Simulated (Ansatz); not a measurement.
# Ge, before and after

The cell of Ge is invented: 4-connected net of one element (R-3m, No. 166). Lengths were set from tabulated atomic sizes, so they are only a guess.

start.xyz

```xyz
6
Lattice="1.9576 1.1302 9.6198 -1.9576 1.1302 9.6198 0.0000 -2.2604 9.6198" Properties=species:S:1:pos:R:3 pbc="T T T"
Ge    0.0000    0.0000    6.8126
Ge    0.0000    0.0000   13.2280
Ge    0.0000    0.0000   19.6447
Ge    0.0000    0.0000    9.2146
Ge    0.0000    0.0000   22.0466
Ge    0.0000    0.0000   15.6313
```

These are results of Ansatz 0.2.0, DFT PBE, scalar-relativistic, plane waves, PAW, not measurements. Cutoff 420 eV, Gaussian smearing, Γ-centred meshes. Cell and atoms relax first on a coarse mesh and then on a finer one. In between, the cell is made exact in the group found at 0.06 Å. In metals the finer mesh still leaves noise of several meV/atom or more. The steps can't lower the symmetry of their start. No spin polarisation.

end.xyz

```xyz
6
Lattice="2.0318 1.1730 10.0156 -2.0318 1.1730 10.0156 0.0000 -2.3461 10.0156" Properties=species:S:1:pos:R:3 pbc="T T T"
Ge    0.0000    0.0000    7.0872
Ge    0.0000    0.0000   13.7798
Ge    0.0000    0.0000   20.4506
Ge    0.0000    0.0000    9.5962
Ge    0.0000    0.0000   22.9596
Ge    0.0000    0.0000   16.2669
```

The symmetry stays R-3m (No. 166). The volume per atom grows by 12.2 %, from 21.3 to 23.9 Å³. The shortest distance goes from 2.40 Å (Ge–Ge) to 2.49 Å (Ge–Ge).

* Volume per atom: 23.87 Å³
* Density: 5.05 g/cm³
* Energy over the standard state: +0.01 eV/atom
* Gap on the 12×12×12 mesh of the 6-atom cell: 0 eV (the bands overlap slightly)

Energies count from the standard state of Ge at the same level. It lies above the standard state, so it could only be metastable.

The last run used Gaussian smearing of 0.10 eV. The zero gap may come from the functional, which often closes small gaps. Symmetry constrained the relaxation, so the result can be a saddle point. In all, the 3 runs took 6.7 min on 1 thread of Arm Neoverse V2, on a shared host.
